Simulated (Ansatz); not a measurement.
# Cadmium, dhcp under PBEsol: ground state and equation of state, part 1 of 2

What does PBEsol give for cadmium in the dhcp structure? We relax it, solve it on a dense k-mesh, then scale the cell to 7 volumes from 88 to 112 % of the relaxed one and try a fit of the equation of state. Spin polarisation is left out. The k-meshes are 12×12×3 for the relaxation; 15×15×5 for the dense run; 13×13×4 for the volumes.

Program: Ansatz 0.2.0. Level of theory: DFT PBEsol, plane waves (420 eV) with PAW, scalar-relativistic; PAW files made under PBE, frozen cores solved again for the functional. These are calculated values, not measurements.

## 1. The starting structure

Symmetry: P6_3/mmc, No. 194, hexagonal system. The conventional cell has a = 3.125 Å, b = 3.125 Å, c = 10.207 Å, α = 90.00°, β = 90.00°, γ = 120.00°. Around Cd (site symmetry -3m) lie 12 Cd at 3.13 Å. Around Cd (site symmetry -6m2) lie 12 Cd at 3.13 Å.

Coordinates:

```
Cd
1.0
     3.12529    0.00000    0.00000
    -1.56265    2.70658    0.00000
     0.00000    0.00000   10.20721
Cd
4
Direct
  0.00000 0.00000 0.00000
  0.00000 0.00000 0.50000
  0.33333 0.66667 0.25000
  0.66667 0.33333 0.75000
```

## 2. Relaxation of the cell

Input file input.yaml:

```yaml
crystal:
  lattice:
    - [3.1252932589, 0.0, 0.0]
    - [-1.5626466294, 2.7065833565, 0.0]
    - [0.0, 0.0, 10.2072077835]
  atoms:
    - { symbol: Cd, position: [0.0, 0.0, 0.0] }
    - { symbol: Cd, position: [0.0, 0.0, 0.5] }
    - { symbol: Cd, position: [0.3333333333, 0.6666666667, 0.25] }
    - { symbol: Cd, position: [0.6666666667, 0.3333333333, 0.75] }
hamiltonian:
  xc: pbesol
  pseudopotentials:
    kind: paw
    azcp:
      Cd: "pseudopotentials/Cd.paw.azcp"
basis:
  ecutwfc: 420
  fft_grid_basis: typed
kpoints:
  mp_grid: { grid: [12, 12, 3], shift: [0, 0, 0] }
magnetization:
  spin_polarized: false
scf:
  occupations: { method: fermi_dirac, width: 0.1 }
relax:
  max_steps: 60
  f_tol: 0.01
  cell: {}
```

Standard output (excerpt; [...] marks lines left out):

```text
Warning: <dir> the record states the generating functional pbe (its physics header spells it `PBE`), which answers neither for hamiltonian.xc's functional nor for the pbesol family's — results may be inconsistent (PPs are generated against a specific XC)
Warning: RAYON_NUM_THREADS=2 ignored (pool sized by the plan → 2); use --threads N
[...]
Pseudopotentials: kind: paw
Pseudopotential: Cd, paw, valence charge 20, recommended cutoff 420 eV (normal), <dir>
Functional definition: PBEsol
[...]
Crystal: 4 atoms, lattice volume = 86.341 Å³
Basis set: ecut = 420 eV, 1655 PW (Γ), exchange–correlation on 48×48×144 points (8 copies of the dense FFT grid, shifted against one another)
Bands: 48, of which v1, the nominal top of the filled ones, is band 40 counted from 1 (39 counted from 0)
Symmetry: 24 space group operations
Space group: P63/mmc (ITA 194), of the structure as read, at distance tolerance 4.4e-5 Å
k-points: 38 of 432
[...]
SCF iter   1: F=—  HF=-32736.190212 eV  |F-HF|=—  |Δ(HF+E_count)|=         —  Δρ=5.65e-3  dr2=2.33e-2  ethr=1.77e-3  ⟨swp⟩=6.5  Hψ=6315  notcnv=0  defer=13
[...]
relax step   1: F+E_penalty+E_count = -32736.18308222 eV  Δ(F+E_penalty+E_count) = +0.000e0 eV  max|allowed force component| = 1.735e-16 eV/Å  Δτ_max = 0.0000 Å  P = -1.732 GPa  Ω = 86.341 Å³  (6 SCF iters, dr2 threshold 1.00e-7 eV, accepted)
[...]
relax step   6: F+E_penalty+E_count = -32736.20284729 eV  Δ(F+E_penalty+E_count) = -7.777e-5 eV  max|allowed force component| = 4.973e-17 eV/Å  Δτ_max = 0.0000 Å  P = -0.003 GPa  Ω = 83.470 Å³  energy of the carried Pulay correction = +7.098e-4 eV  (4 SCF iters, dr2 threshold 1.19e-8 eV, accepted)
[...]
relax step   7: F+E_penalty+E_count = -32736.20209865 eV  Δ(F+E_penalty+E_count) = +7.486e-4 eV  max|allowed force component| = 9.252e-17 eV/Å  Δτ_max = 0.0000 Å  P = -0.000 GPa  Ω = 83.470 Å³  stress off target by 2.01e-2 GPa  SCF on the basis re-selected at this cell (its energy is not [...]
SCF converged after 5 iterations
Free energy (F): -32736.202099 eV
[...]
E sigma→0 (E₀):  -32736.180959 eV
Entropy (-TS):   -0.042279 eV (-10.570 meV/atom)
Fermi energy:    15.177657 eV
[...]
--- Forces (eV/Å), atoms counted from 1 ---
  atom   1  Cd     0.00000000    -0.00000000     0.00000000
  atom   2  Cd     0.00000000    -0.00000000     0.00000000
  atom   3  Cd    -0.00000000     0.00000000    -0.00000000
  atom   4  Cd     0.00000000    -0.00000000     0.00000000
[...]
--- Stress (GPa, compression-positive) ---
       -0.010701      -0.000000      -0.000000
       -0.000000      -0.010701      -0.000000
       -0.000000      -0.000000       0.020076
  P = ⅓ Tr σ = -0.0004 GPa (-0.004 kbar)
--- Relaxed structure (6 steps of the walk, 6 accepted, 1 SCFs on fresh bases) ---
  F+E_penalty+E_count = -32736.20209865 eV   max|allowed force component| = 9.252e-17 eV/Å   (the final SCF, on the basis selected at the relaxed cell)
  cell:  # Å, volume = 83.4700 Å³
    - [3.1165496780997657, -2.8786690219219086e-11, -2.7236724458017664e-33]
    - [-1.5582748390249528, 2.6990111934050054, 5.080583809416961e-33]
    - [-8.598997067514319e-33, 1.4024334118192802e-32, 9.923196570787653]
  atoms:
    - { symbol: Cd, position: [-1.0299175747347598e-33, 3.409617624263628e-35, 5.031555440004558e-35] }
    - { symbol: Cd, position: [-1.3400235472713236e-33, 4.44732732313653e-36, 0.5] }
    - { symbol: Cd, position: [0.3333333333333333, 0.6666666666666667, 0.25] }
    - { symbol: Cd, position: [0.6666666666666667, 0.3333333333333333, 0.75] }
```

Run time: 14 s. Hardware: 2 threads of Arm Neoverse V2, shared host; peak memory 0.41 GiB.

The walk, from the log:

```csv
step,energy change (meV/atom),largest force (eV/Å),pressure (GPa),volume (Å³/atom)
1,0.00,0.0000,-1.73,21.585
2,-4.15,0.0000,0.45,20.709
3,-4.51,0.0000,0.00,20.866
4,-4.79,0.0000,-0.15,20.918
5,-4.92,0.0000,-0.03,20.878
6,-4.94,0.0000,0.00,20.867
7,-4.75,0.0000,0.00,20.867
```

Steps that repeat a cell are solved on a basis chosen anew, so their changes of energy are no gain of the relaxation.

The cell of the run, before and after:

|  | before | after | change |
| --- | --- | --- | --- |
| a (Å) | 3.125 | 3.117 | -0.3 % |
| b (Å) | 3.125 | 3.117 | -0.3 % |
| c (Å) | 10.207 | 9.923 | -2.8 % |
| volume (Å³/atom) | 21.585 | 20.867 | -3.3 % |
| shortest distance (Å) | 3.125 | 3.065 | -1.9 % |
| space group (spins left aside) | P6_3/mmc | P6_3/mmc | same |

## 3. Single point on a dense mesh

Input file input.yaml:

```yaml
crystal:
  lattice:
    - [3.1165496781, 0.0, 0.0]
    - [-1.558274839, 2.6990111934, 0.0]
    - [0.0, 0.0, 9.9231965708]
  atoms:
    - { symbol: Cd, position: [1.0, 0.0, 0.0] }
    - { symbol: Cd, position: [1.0, 0.0, 0.5] }
    - { symbol: Cd, position: [0.3333333333, 0.6666666667, 0.25] }
    - { symbol: Cd, position: [0.6666666667, 0.3333333333, 0.75] }
hamiltonian:
  xc: pbesol
  pseudopotentials:
    kind: paw
    azcp:
      Cd: "pseudopotentials/Cd.paw.azcp"
basis:
  ecutwfc: 420
  fft_grid_basis: typed
kpoints:
  mp_grid: { grid: [15, 15, 5], shift: [0, 0, 0] }
magnetization:
  spin_polarized: false
scf:
  occupations: { method: fermi_dirac, width: 0.1 }
```

Standard output (excerpt; [...] marks lines left out):

```text
Warning: <dir> the record states the generating functional pbe (its physics header spells it `PBE`), which answers neither for hamiltonian.xc's functional nor for the pbesol family's — results may be inconsistent (PPs are generated against a specific XC)
Warning: RAYON_NUM_THREADS=2 ignored (pool sized by the plan → 2); use --threads N
[...]
[... 3 set-up lines as earlier in the session ...]
[...]
Crystal: 4 atoms, lattice volume = 83.470 Å³
Basis set: ecut = 420 eV, 1617 PW (Γ)
Bands: 46, of which v1, the nominal top of the filled ones, is band 40 counted from 1 (39 counted from 0)
[... 2 set-up lines as earlier in the session ...]
k-points: 81 of 1125
[...]
SCF iter   1: F=—  HF=-32736.196174 eV  |F-HF|=—  |Δ(HF+E_count)|=         —  Δρ=5.83e-3  dr2=2.45e-2  ethr=1.77e-3  ⟨swp⟩=6.2  Hψ=12392  notcnv=0  defer=8
[...]
SCF iter   6: F=-32736.188678 eV  HF=-32736.188678 eV  |F-HF|=4.49e-8  |Δ(HF+E_count)|=   5.10e-7  Δρ=9.40e-6  dr2=7.27e-8  ethr=1.25e-10  ⟨swp⟩=1.7  Hψ=9903  notcnv=0
[...]
SCF converged after 6 iterations
Free energy (F): -32736.188678 eV
[...]
E sigma→0 (E₀):  -32736.165674 eV
Entropy (-TS):   -0.046009 eV (-11.502 meV/atom)
Fermi energy:    15.193136 eV
[...]
```

Run time: 4.2 s. Hardware: 2 threads of Arm Neoverse V2, shared host; peak memory 0.45 GiB.

## 4. At 88 % of the relaxed volume

input.yaml, as its differences from that of step 3:

```diff
@@ -2,5 +2,5 @@
   lattice:
-    - [3.1165496781, 0.0, 0.0]
-    - [-1.558274839, 2.6990111934, 0.0]
-    - [0.0, 0.0, 9.9231965708]
+    - [2.9865396026, 0.0, 0.0]
+    - [-1.4932698013, 2.5864191653, 0.0]
+    - [0.0, 0.0, 9.509240219]
   atoms:
@@ -20,3 +20,3 @@
 kpoints:
-  mp_grid: { grid: [15, 15, 5], shift: [0, 0, 0] }
+  mp_grid: { grid: [13, 13, 4], shift: [0, 0, 0] }
 magnetization:
@@ -25 +25,4 @@
   occupations: { method: fermi_dirac, width: 0.1 }
+  lower_state_search: "off"
+output:
+  stress: true
```

Standard output (excerpt; [...] marks lines left out):

```text
Warning: <dir> the record states the generating functional pbe (its physics header spells it `PBE`), which answers neither for hamiltonian.xc's functional nor for the pbesol family's — results may be inconsistent (PPs are generated against a specific XC)
Warning: RAYON_NUM_THREADS=2 ignored (pool sized by the plan → 2); use --threads N
[...]
[... 3 set-up lines as earlier in the session ...]
[...]
Crystal: 4 atoms, lattice volume = 73.454 Å³
Basis set: ecut = 420 eV, 1399 PW (Γ)
Bands: 46, of which v1, the nominal top of the filled ones, is band 40 counted from 1 (39 counted from 0)
[... 1 set-up line as earlier in the session ...]
Space group: P63/mmc (ITA 194), of the structure as read, at distance tolerance 4.2e-5 Å
k-points: 63 of 676
[...]
SCF iter   1: F=—  HF=-32735.890672 eV  |F-HF|=—  |Δ(HF+E_count)|=         —  Δρ=6.63e-3  dr2=2.81e-2  ethr=1.77e-3  ⟨swp⟩=6.1  Hψ=9508  notcnv=0  defer=5
[...]
SCF iter   6: F=-32735.881744 eV  HF=-32735.881744 eV  |F-HF|=4.29e-8  |Δ(HF+E_count)|=   6.00e-7  Δρ=1.22e-5  dr2=6.87e-8  ethr=1.25e-10  ⟨swp⟩=3.0  Hψ=10394  notcnv=0
[...]
SCF converged after 6 iterations
Free energy (F): -32735.881744 eV
[...]
E sigma→0 (E₀):  -32735.856392 eV
Entropy (-TS):   -0.050703 eV (-12.676 meV/atom)
Fermi energy:    18.052799 eV
[...]
--- Stress (GPa, compression-positive) ---
       10.564205       0.000000       0.000000
       -0.000000      10.564205       0.000000
        0.000000       0.000000      11.271763
  P = ⅓ Tr σ = 10.8001 GPa (108.001 kbar)
```

It took 3.2 s on 2 threads of Arm Neoverse V2, shared host; peak memory 0.41 GiB.

## 5. At 92 % of the relaxed volume

input.yaml, as its differences from that of step 4:

```diff
@@ -2,5 +2,5 @@
   lattice:
-    - [2.9865396026, 0.0, 0.0]
-    - [-1.4932698013, 2.5864191653, 0.0]
-    - [0.0, 0.0, 9.509240219]
+    - [3.0311213933, 0.0, 0.0]
+    - [-1.5155606966, 2.6250281285, 0.0]
+    - [0.0, 0.0, 9.6511901051]
   atoms:
@@ -28 +28,5 @@
   stress: true
+  write_density: true
+  write_potential: true
+  elf: true
+  volumetric_format: npy
```

Standard output (excerpt; [...] marks lines left out):

```text
Warning: <dir> the record states the generating functional pbe (its physics header spells it `PBE`), which answers neither for hamiltonian.xc's functional nor for the pbesol family's — results may be inconsistent (PPs are generated against a specific XC)
Warning: RAYON_NUM_THREADS=2 ignored (pool sized by the plan → 2); use --threads N
[...]
[... 3 set-up lines as earlier in the session ...]
[...]
Crystal: 4 atoms, lattice volume = 76.792 Å³
Basis set: ecut = 420 eV, 1461 PW (Γ)
Bands: 48, of which v1, the nominal top of the filled ones, is band 40 counted from 1 (39 counted from 0)
[... 1 set-up line as earlier in the session ...]
Space group: P63/mmc (ITA 194), of the structure as read, at distance tolerance 4.3e-5 Å
k-points: 63 of 676
[...]
SCF iter   1: F=—  HF=-32736.065640 eV  |F-HF|=—  |Δ(HF+E_count)|=         —  Δρ=6.31e-3  dr2=2.64e-2  ethr=1.77e-3  ⟨swp⟩=6.3  Hψ=10305  notcnv=0  defer=29
[...]
SCF iter   6: F=-32736.057388 eV  HF=-32736.057388 eV  |F-HF|=6.87e-8  |Δ(HF+E_count)|=   5.53e-7  Δρ=1.32e-5  dr2=9.28e-8  ethr=1.25e-10  ⟨swp⟩=9.4  Hψ=19557  notcnv=0
[...]
SCF converged after 6 iterations
Free energy (F): -32736.057388 eV
[...]
E sigma→0 (E₀):  -32736.031001 eV
Entropy (-TS):   -0.052774 eV (-13.194 meV/atom)
Fermi energy:    17.030743 eV
[...]
--- Stress (GPa, compression-positive) ---
        6.089287       0.000000       0.000000
       -0.000000       6.089287       0.000000
        0.000000       0.000000       6.601012
  P = ⅓ Tr σ = 6.2599 GPa (62.599 kbar)
--- Band table (eV; the first three rows and the last of 63) ---
[...]
```

Run time: 5.6 s. Hardware: 2 threads of Arm Neoverse V2, shared host; peak memory 0.43 GiB.

Density in a lattice plane of the grid's cell (edges 3.03 and 9.65 Å, at 0.000 of the third edge), which holds Cd.

Values in e/Å³, 12 rows by 6 columns:
```
 1.88  0.81  0.22  0.14  0.22  0.81
 0.15  0.16  0.22  0.28  0.22  0.16
 0.15  0.21  0.57  1.15  0.57  0.21
 0.15  0.16  0.22  0.28  0.22  0.16
 2.13  0.89  0.22  0.14  0.22  0.89
25.48  8.99  0.62  0.18  0.62  8.99
 2.13  0.89  0.22  0.14  0.22  0.89
 0.15  0.16  0.22  0.28  0.22  0.16
 0.15  0.21  0.57  1.15  0.57  0.21
 0.15  0.16  0.22  0.28  0.22  0.16
 1.88  0.81  0.22  0.14  0.22  0.81
26.55  9.37  0.63  0.18  0.63  9.37
```
Columns run along the first of these edges and rows up along the second, over one cell in 6 and 12 even steps from the bottom left corner. Atoms in the plane (fractional): Cd at (0.00, 0.00), Cd at (0.00, 0.50).

ELF in the same plane.

Ten even steps from ' ' (0.18) to '@' (0.92):
```
++==..      ..==
                
                
....          ..
..    ......    
....          ..
                
..              
++==..      ..==
@@**::      ::**
++==..      ..==
..              
                
....          ..
..    ......    
....          ..
                
                
++==..      ..==
@@**::      ::**
```
Columns run along the first of these edges and rows up along the second, over one cell in 8 and 20 even steps from the bottom left corner. Atoms in the plane (fractional): Cd at (0.00, 0.00), Cd at (0.00, 0.50).

Both are smooth fields of the valence electrons: close to the nuclei they are not physical.

(Continued in part 2 of 2.)
